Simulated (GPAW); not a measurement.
Runs of GPAW 26.7.0 on CdSe (Cadmoselite). It takes space group P6_3mc (No. 186, hexagonal). The conventional cell has a = 4.300 Å, b = 4.300 Å, c = 7.020 Å, α = 90.00°, β = 90.00°, γ = 120.00°. Cd (site symmetry 3m) is surrounded by 4 Se at 2.61 to 2.70 Å. Around Se (site symmetry 3m) lie 4 Cd at 2.61 to 2.70 Å. 

```tsv
task	level	potentials or basis	spin	cell	optimizer	fmax	max steps	target pressure	band path	gap on the mesh (eV)	pressure (GPa)	relaxed volume (Å³/atom)	largest force (eV/Å)
relaxation of cell and atoms	PBEsol+D3	PAW data sets generated in the run's folder for this functional, pw	off	relaxed to 1 GPa	LBFGS	0.01 eV/Å	100	1 GPa	-	0.65	1.0	-	-
relaxation of cell and atoms	PBEint	PAW data sets generated in the run's folder for this functional, pw	off	relaxed	BFGS	0.01 eV/Å	40	-	-	0.60	0.0	28.59	0.01
band structure	PBE	GPAW PAW data sets (gpaw-data 1.2.1), pw	SOC, no magnetisation	as given	-	-	-	-	GMKGALHA,LM,KH	0.57	2.8	-	(a)
band structure	LDA	PAW data sets generated in the run's folder for this functional, pw	off	as given	-	-	-	-	GMKGALHA,LM,KH	0.42	(b)	-	0.26
relaxation of cell and atoms	PW91	PAW data sets generated in the run's folder for this functional, pw	off	relaxed	BFGS	0.01 eV/Å	40	-	-	0.51	0.0	29.51	-
```

Alike in all rows: k mesh 5 × 5 × 3; cutoff (eV) 600; smearing fermi-dirac 0.05 eV.

Task: Estimate the missing entries.

Result: (a) 0.28; (b) -2.0.

Caveats: later steps reuse the first step's grids (some runs); spin-orbit coupling was added after a scalar SCF, so levels and gaps hold it while energy, forces, pressure and moments don't (some runs); this program's spin-orbit splittings come out too wide for heavy elements (some runs).

A k mesh can miss the band edges, and rows without SOC leave out spin-orbit coupling on Cd, Se.
